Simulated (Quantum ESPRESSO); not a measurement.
# AlN (P6_3mc) in Quantum ESPRESSO: reference runs

How does AlN come out in PBEsol? The cell is run as given.

All numbers are computed with Quantum ESPRESSO 7.5; they aren't measurements. Logs are shortened: lines on timing, memory, paths and dates and some standing lists are left out, and cuts for length are marked.

**The experiment to reproduce.**

From “Structural and optical properties of self-assembled AlN nanowires grown on SiO2/Si substrates by molecular beam epitaxy”, 2024, arxiv:2402.00216, for a bulk crystal of AlN at 0 K: band gap 6.0343 eV (an exciton energy, a little under the gap).

How close the calculation comes is told below.

### 1 The structure

The structure is hexagonal, space group P6_3mc (No. 186). Conventional cell: a = 3.113 Å, b = 3.113 Å, c = 4.981 Å, α = 90.00°, β = 90.00°, γ = 120.00°. Al (site symmetry 3m) is surrounded by 4 N at 1.89 Å. N (site symmetry 3m) is surrounded by 4 Al at 1.89 Å.

### 2 Single point, PBEsol

pw.in

```
&CONTROL
  calculation = 'scf'
  prefix = 'pwscf'
  outdir = './tmp'
  pseudo_dir = './pseudo'
  tprnfor = .true.
  tstress = .true.
  disk_io = 'low'
/
&SYSTEM
  ibrav = 0
  celldm(1) = 8
  nat = 4
  ntyp = 2
  ecutwfc = 45
  ecutrho = 360
  nbnd = 14
  occupations = 'smearing'
  smearing = 'fd'
  degauss = 0.00367493
/
&ELECTRONS
  conv_thr = 8d-10
  electron_maxstep = 120
  mixing_beta = 0.5
/
ATOMIC_SPECIES
Al    26.9815 al_pbesol_v1.uspp.F.UPF
N     14.0070 n_pbesol_v1.2.uspp.F.UPF
CELL_PARAMETERS alat
  0.7353396782450   0.0000000000000   0.0000000000000
 -0.3676698391225   0.6368228417753   0.0000000000000
  0.0000000000000   0.0000000000000   1.1765907283451
ATOMIC_POSITIONS crystal
Al     0.6666666667    0.3333333333    0.5000000000
Al     0.3333333333    0.6666666667    0.0000000000
N      0.6666666667    0.3333333333    0.8800000000
N      0.3333333333    0.6666666667    0.3800000000
K_POINTS automatic
10 10 6 0 0 0
```

pp_density.in

```
&INPUTPP
  prefix = 'pwscf'
  outdir = './tmp'
  filplot = 'density.dat'
  plot_num = 0
/
&PLOT
  nfile = 1
  filepp(1) = 'density.dat'
  iflag = 3
  output_format = 6
  fileout = 'density.cube'
/
```

pp_potential.in

```
&INPUTPP
  prefix = 'pwscf'
  outdir = './tmp'
  filplot = 'potential.dat'
  plot_num = 11
/
&PLOT
  nfile = 1
  filepp(1) = 'potential.dat'
  iflag = 3
  output_format = 6
  fileout = 'potential.cube'
/
```

Potentials or basis: GBRV 1.5 PBEsol.

Run with:

```bash
$ OMP_NUM_THREADS=1 mpirun -n 2 pw.x -nk 2 -in pw.in > pw.out
$ OMP_NUM_THREADS=1 mpirun -n 1 pp.x -in pp_density.in > pp_density.out
$ OMP_NUM_THREADS=1 mpirun -n 1 pp.x -in pp_potential.in > pp_potential.out
```

pw.out:

```text
This program is part of the open-source Quantum ESPRESSO suite
     for quantum simulation of materials; please cite
[... 13 lines left out ...]
     --------------------
     sticks:   dense  smooth     PW     G-vecs:    dense   smooth      PW
     Sum         847     433    127                32547    11561    1949

     Using Slab Decomposition

     bravais-lattice index     =            0
     lattice parameter (alat)  =       8.0000  a.u.
     unit-cell volume          =     282.0993 (a.u.)^3
     number of atoms/cell      =            4
     number of atomic types    =            2
     number of electrons       =        16.00
     number of Kohn-Sham states=           14
     kinetic-energy cutoff     =      45.0000  Ry
     charge density cutoff     =     360.0000  Ry
     scf convergence threshold =      8.0E-10
     mixing beta               =       0.5000
     number of iterations used =            8  plain     mixing
     Exchange-correlation= SLA  PW   PSX  PSC
                           (   1   4  10   8   0   0   0)

     celldm(1)=   8.000000  celldm(2)=   0.000000  celldm(3)=   0.000000
     celldm(4)=   0.000000  celldm(5)=   0.000000  celldm(6)=   0.000000

     crystal axes: (cart. coord. in units of alat)
               a(1) = (   0.735340   0.000000   0.000000 )
               a(2) = (  -0.367670   0.636823   0.000000 )
               a(3) = (   0.000000   0.000000   1.176591 )

     reciprocal axes: (cart. coord. in units 2 pi/alat)
               b(1) = (  1.359916  0.785148 -0.000000 )
               b(2) = (  0.000000  1.570295  0.000000 )
               b(3) = (  0.000000 -0.000000  0.849913 )

     PseudoPot. # 1 for Al read from file:
     al_pbesol_v1.uspp.F.UPF
     Pseudo is Ultrasoft + core correction, Zval =  3.0
     Generated by new atomic code, or converted to UPF format
     Using radial grid of  893 points,  3 beta functions with:
                l(1) =   0
                l(2) =   1
                l(3) =   2
     Q(r) pseudized with  8 coefficients,  rinner =    0.900   0.900   0.900
                                                       0.900   0.900

     PseudoPot. # 2 for N  read from file:
     n_pbesol_v1.2.uspp.F.UPF
     Pseudo is Ultrasoft + core correction, Zval =  5.0
     Generated by new atomic code, or converted to UPF format
     Using radial grid of  729 points,  4 beta functions with:
                l(1) =   0
                l(2) =   0
                l(3) =   1
                l(4) =   1
     Q(r) pseudized with  8 coefficients,  rinner =    0.900   0.900   0.900

     atomic species   valence    mass     pseudopotential
     Al                3.00    26.98150     Al( 1.00)
     N                 5.00    14.00700     N ( 1.00)

     12 Sym. Ops. (no inversion) found ( 6 have fractional translation)

   Cartesian axes

     site n.     atom                  positions (alat units)
         1        Al     tau(   1) = (   0.3676698   0.2122743   0.5882954  )
         2        Al     tau(   2) = (  -0.0000000   0.4245486   0.0000000  )
         3        N      tau(   3) = (   0.3676698   0.2122743   1.0353998  )
         4        N      tau(   4) = (  -0.0000000   0.4245486   0.4471045  )

     number of k points=    56  Fermi-Dirac smearing, width (Ry)=  0.0037
                       cart. coord. in units 2pi/alat
        k(    1) = (   0.0000000   0.0000000   0.0000000), wk =   0.0033333
        k(    2) = (   0.0000000   0.0000000   0.1416522), wk =   0.0066667
        k(    3) = (   0.0000000   0.0000000   0.2833044), wk =   0.0066667
        k(    4) = (   0.0000000   0.0000000  -0.4249566), wk =   0.0033333
        k(    5) = (   0.0000000   0.1570295   0.0000000), wk =   0.0200000
        k(    6) = (   0.0000000   0.1570295   0.1416522), wk =   0.0400000
[... 48 lines left out ...]
        k(   55) = (   0.4079747   0.7066329   0.2833044), wk =   0.0400000
        k(   56) = (   0.4079747   0.7066329  -0.4249566), wk =   0.0200000

     Dense  grid:    32547 G-vectors     FFT dimensions: (  36,  36,  60)

     Smooth grid:    11561 G-vectors     FFT dimensions: (  25,  25,  48)

     Initial potential from superposition of free atoms

     starting charge      15.9953, renormalised to      16.0000
     Starting wfcs are   16 randomized atomic wfcs

     Self-consistent Calculation

     iteration #  1     ecut=    45.00 Ry     beta= 0.50
     Davidson diagonalization with overlap
     ethr =  1.00E-02,  avg # of iterations =  3.6

     total energy              =     -53.60052608 Ry
     estimated scf accuracy    <       1.14617718 Ry

     iteration #  2     ecut=    45.00 Ry     beta= 0.50
     Davidson diagonalization with overlap
     ethr =  7.16E-03,  avg # of iterations =  2.0

     total energy              =     -53.92148075 Ry
     estimated scf accuracy    <       0.14880626 Ry

     iteration #  3     ecut=    45.00 Ry     beta= 0.50
     Davidson diagonalization with overlap
     ethr =  9.30E-04,  avg # of iterations =  1.5

     total energy              =     -53.94188839 Ry
     estimated scf accuracy    <       0.00802882 Ry

     iteration #  4     ecut=    45.00 Ry     beta= 0.50
     Davidson diagonalization with overlap
     ethr =  5.02E-05,  avg # of iterations =  5.3

     total energy              =     -53.94261702 Ry
     estimated scf accuracy    <       0.00207568 Ry

     iteration #  5     ecut=    45.00 Ry     beta= 0.50
     Davidson diagonalization with overlap
     ethr =  1.30E-05,  avg # of iterations =  2.8

     total energy              =     -53.94276870 Ry
     estimated scf accuracy    <       0.00015067 Ry

     iteration #  6     ecut=    45.00 Ry     beta= 0.50
     Davidson diagonalization with overlap
     ethr =  9.42E-07,  avg # of iterations =  3.4

     total energy              =     -53.94278917 Ry
     estimated scf accuracy    <       0.00000802 Ry

     iteration #  7     ecut=    45.00 Ry     beta= 0.50
     Davidson diagonalization with overlap
     ethr =  5.02E-08,  avg # of iterations =  2.0

     total energy              =     -53.94279156 Ry
     estimated scf accuracy    <       0.00000076 Ry

     iteration #  8     ecut=    45.00 Ry     beta= 0.50
     Davidson diagonalization with overlap
     ethr =  4.72E-09,  avg # of iterations =  1.5

     total energy              =     -53.94279168 Ry
     estimated scf accuracy    <          6.9E-09 Ry

     iteration #  9     ecut=    45.00 Ry     beta= 0.50
     Davidson diagonalization with overlap
     ethr =  4.30E-11,  avg # of iterations =  2.1

     total energy              =     -53.94279168 Ry
     estimated scf accuracy    <          3.9E-09 Ry

     iteration # 10     ecut=    45.00 Ry     beta= 0.50
     Davidson diagonalization with overlap
     ethr =  2.43E-11,  avg # of iterations =  2.0

     End of self-consistent calculation

          k = 0.0000 0.0000 0.0000 (  1437 PWs)   bands (ev):

    -8.1834  -5.9695   0.9173   6.1585   6.1585   6.8336   6.8336   7.0105
    11.1344  13.5278  17.4945  17.9941  17.9941  19.9308

          k = 0.0000 0.0000 0.1417 (  1442 PWs)   bands (ev):

    -8.0752  -6.1873   1.3013   6.2014   6.2014   6.4029   6.7861   6.7861
    11.6272  13.5961  17.3158  17.9617  17.9617  19.1371

          k = 0.0000 0.0000 0.2833 (  1454 PWs)   bands (ev):

    -7.7611  -6.7009   2.3018   5.1020   6.3203   6.3203   6.6579   6.6579
    12.5715  13.6659  17.0238  17.9778  18.0108  18.0109

          k = 0.0000 0.0000-0.4250 (  1448 PWs)   bands (ev):

    -7.2768  -7.2768   3.6466   3.6466   6.4868   6.4868   6.4868   6.4868
    13.3641  13.3641  17.1720  17.1722  18.3103  18.3103

          k = 0.0000 0.1570 0.0000 (  1429 PWs)   bands (ev):

    -8.0542  -5.8962   1.0701   5.5656   5.9895   6.2547   6.8108   6.9526
    11.7148  14.0395  16.9629  17.1999  18.3574  19.5560

          k = 0.0000 0.1570 0.1417 (  1441 PWs)   bands (ev):

    -7.9477  -6.1055   1.4318   5.6135   5.9369   6.0400   6.7361   6.7508
    12.0814  14.0980  16.7040  17.2148  18.2997  19.0439

          k = 0.0000 0.1570 0.2833 (  1449 PWs)   bands (ev):

    -7.6389  -6.6026   2.3702   4.8907   5.8454   6.1811   6.4197   6.5908
    12.8736  14.1038  16.3465  17.0583  18.3240  18.4068

          k = 0.0000 0.1570-0.4250 (  1444 PWs)   bands (ev):

    -7.1642  -7.1642   3.6109   3.6109   6.1132   6.1132   6.3812   6.3812
    13.6666  13.6666  16.5312  16.5312  18.6054  18.6067

          k = 0.0000 0.3141 0.0000 (  1417 PWs)   bands (ev):

    -7.6825  -5.7049   1.5173   4.2341   5.1318   5.6222   6.7020   6.7410
    12.7415  14.6867  15.5701  16.6095  18.8575  19.0729
[... 26 lines left out ...]
          k = 0.0000 0.4711 0.2833 (  1440 PWs)   bands (ev):

    -6.7787  -5.9737   2.1782   3.0082   4.4310   5.5265   6.1036   6.1621
    12.6773  13.6079  15.8344  16.9583  18.0209  19.0335

          k = 0.0000 0.4711-0.4250 (  1440 PWs)   bands (ev):

    -6.3985  -6.3985   2.5135   2.5135   5.3861   5.3861   5.8294   5.8294
    13.0341  13.0341  16.4650  16.4650  18.4597  18.4597

          k = 0.0000 0.6281 0.0000 (  1443 PWs)   bands (ev):

    -6.5085  -5.3983   1.8525   3.0310   3.1721   4.9833   5.6570   6.3884
    12.8580  13.0279  14.9946  17.1699  17.9296  18.9225

          k = 0.0000 0.6281 0.1417 (  1434 PWs)   bands (ev):

    -6.4385  -5.4752   1.6478   2.7185   3.6723   5.0611   5.8736   6.2723
    12.4380  13.0265  15.6333  16.7832  18.2282  18.6528

          k = 0.0000 0.6281 0.2833 (  1447 PWs)   bands (ev):

    -6.2435  -5.6853   1.5066   2.1416   4.6236   5.2831   5.9761   6.0076
    12.0790  12.9401  15.9229  16.7676  18.2165  19.0578

          k = 0.0000 0.6281-0.4250 (  1440 PWs)   bands (ev):

    -5.9685  -5.9685   1.6826   1.6826   5.5344   5.5344   5.6115   5.6115
    12.4168  12.4168  16.2804  16.2804  18.6207  18.6207

          k = 0.0000-0.7851 0.0000 (  1436 PWs)   bands (ev):

    -6.1642  -5.4509   1.4908   2.8083   3.6030   4.8891   5.1809   6.3328
    12.6731  12.7002  15.0649  17.1926  17.7592  19.0294

          k = 0.0000-0.7851 0.1417 (  1432 PWs)   bands (ev):

    -6.1116  -5.4901   1.3400   2.4284   4.0011   4.9686   5.5362   6.2127
    12.2253  12.7382  15.7817  16.6482  18.0763  19.1651

          k = 0.0000-0.7851 0.2833 (  1436 PWs)   bands (ev):

    -5.9695  -5.6063   1.1961   1.7925   4.8356   5.1955   5.9069   5.9089
    11.8393  12.6979  15.9367  16.6321  18.1777  18.9378

          k = 0.0000-0.7851-0.4250 (  1456 PWs)   bands (ev):

    -5.7816  -5.7816   1.3370   1.3370   5.5321   5.5321   5.6233   5.6233
    12.1880  12.1880  16.1217  16.1217  18.6926  18.6926

          k = 0.1360 0.2355 0.0000 (  1433 PWs)   bands (ev):

    -7.8036  -5.7635   1.3703   4.8144   5.0788   5.9807   6.6245   6.8179
    12.5158  14.7885  16.0865  16.2788  18.7896  19.0112

          k = 0.1360 0.2355 0.1417 (  1438 PWs)   bands (ev):

    -7.7007  -5.9553   1.6776   4.9241   4.9476   5.8608   6.5472   6.6951
    12.7059  14.8242  15.8326  16.3733  18.5861  18.9001

          k = 0.1360 0.2355 0.2833 (  1444 PWs)   bands (ev):

    -7.4033  -6.4179   2.4621   4.3734   5.2369   5.8143   6.3384   6.3502
    13.2105  14.5767  15.7108  16.4597  18.2839  18.8121

          k = 0.1360 0.2355-0.4250 (  1436 PWs)   bands (ev):

    -6.9491  -6.9491   3.4498   3.4498   5.6711   5.6711   6.1459   6.1459
    13.8944  13.8944  16.1226  16.1226  18.5266  18.5266

          k = 0.1360 0.3926 0.0000 (  1435 PWs)   bands (ev):

    -7.3362  -5.5567   1.9459   3.5556   4.1588   5.4166   6.3663   6.5045
    13.4063  14.6731  15.0175  16.3826  18.0703  18.5302

          k = 0.1360 0.3926 0.1417 (  1440 PWs)   bands (ev):

    -7.2418  -5.7124   2.0723   3.6799   4.1443   5.3414   6.2388   6.5313
    13.2697  14.5360  15.2633  16.4499  18.0116  18.7584

          k = 0.1360 0.3926 0.2833 (  1441 PWs)   bands (ev):

    -6.9707  -6.1005   2.4144   3.4306   4.6210   5.3715   5.9525   6.3022
    13.2319  14.1150  15.7893  16.5394  18.0027  18.8045

          k = 0.1360 0.3926-0.4250 (  1444 PWs)   bands (ev):

    -6.5636  -6.5636   2.9030   2.9030   5.3167   5.3167   5.8381   5.8381
    13.5710  13.5710  16.3346  16.3346  18.2579  18.2580

          k = 0.1360 0.5496 0.0000 (  1441 PWs)   bands (ev):
[... 89 lines left out ...]
          k = 0.2720 0.7851 0.2833 (  1437 PWs)   bands (ev):

    -5.7854  -5.5414   1.6438   2.1162   3.5020   4.4352   5.5073   6.0814
    12.8046  14.0538  15.7004  15.9280  17.9703  18.5180

          k = 0.2720 0.7851-0.4250 (  1436 PWs)   bands (ev):

    -5.6542  -5.6542   1.7317   1.7317   3.8976   3.8976   6.1073   6.1073
    13.3318  13.3318  15.8321  15.8321  18.1499  18.1499

          k = 0.4080 0.7066 0.0000 (  1436 PWs)   bands (ev):

    -5.8152  -5.4745   2.1011   3.0085   3.4506   4.1626   4.6917   4.9473
    12.0112  15.1361  16.3622  16.7019  18.0841  18.6552

          k = 0.4080 0.7066 0.1417 (  1424 PWs)   bands (ev):

    -5.7831  -5.4861   2.1605   2.5973   3.1175   4.4193   4.7841   5.4040
    12.3860  15.0385  15.8292  16.2922  18.4091  18.5383

          k = 0.4080 0.7066 0.2833 (  1421 PWs)   bands (ev):

    -5.7009  -5.5272   2.1529   2.1536   2.9252   3.8871   5.6430   6.0336
    13.2381  14.5281  15.3337  15.4899  18.5406  18.6785

          k = 0.4080 0.7066-0.4250 (  1430 PWs)   bands (ev):

    -5.6037  -5.6037   2.0237   2.0237   3.3019   3.3019   6.1694   6.1694
    13.9706  13.9706  15.1343  15.1343  18.6596  18.6596

     the Fermi energy is     9.5130 ev

!    total energy              =     -53.94279168 Ry
     estimated scf accuracy    <          2.9E-11 Ry
     smearing contrib. (-TS)   =      -0.00000000 Ry
     internal energy E=F+TS    =     -53.94279168 Ry

     The total energy is F=E-TS. E is the sum of the following terms:
     one-electron contribution =      -2.13053578 Ry
     hartree contribution      =      11.25912640 Ry
     xc contribution           =     -19.58493402 Ry
     ewald contribution        =     -43.48644828 Ry

     convergence has been achieved in  10 iterations

     Forces acting on atoms (cartesian axes, Ry/au):

     atom    1 type  1   force =     0.00000000    0.00000000   -0.00497622
     atom    2 type  1   force =     0.00000000    0.00000000   -0.00497622
     atom    3 type  2   force =    -0.00000000   -0.00000000    0.00497622
     atom    4 type  2   force =     0.00000000    0.00000000    0.00497622

     Total force =     0.009952     Total SCF correction =     0.000000

     Computing stress (Cartesian axis) and pressure

          total   stress  (Ry/bohr**3)                   (kbar)     P=        6.00
   0.00000441  -0.00000000  -0.00000000            0.65       -0.00       -0.00
  -0.00000000   0.00000441  -0.00000000           -0.00        0.65       -0.00
   0.00000000   0.00000000   0.00011352            0.00        0.00       16.70

=------------------------------------------------------------------------------=
   JOB DONE.
=------------------------------------------------------------------------------=
```

It took 10 s on 2 MPI ranks of Arm Neoverse V2, shared host; peak memory 0.16 GiB.

What came out:

```
Free energy            : -733.9291 eV
Pressure               : 0.6 GPa
Largest force          : 0.128 eV/Å
Band gap on the k mesh : 4.12 eV, direct
```

Forces in eV/Å, atoms in the order of the input:
```
Al   0.000  0.000 -0.128
Al   0.000  0.000 -0.128
N    0.000  0.000  0.128
N    0.000  0.000  0.128
```

### 3 How close it comes

Step 2. A measured gap of AlN is 6.0343 eV (an exciton energy, a little under the gap; 0 K; quoted in “Structural and optical properties of self-assembled AlN nanowires grown on SiO2/Si substrates by molecular beam epitaxy”, 2024, arxiv:2402.00216); the calculated 4.12 eV misses it by -1.91 eV. 2 values of this kind are on record (6.034 to 6.0343 eV); this one was drawn at random. The value is that of PBEsol on a finite k mesh, which can miss the band edges, without temperature or zero-point motion. Semilocal functionals fall short of measured gaps as a rule.
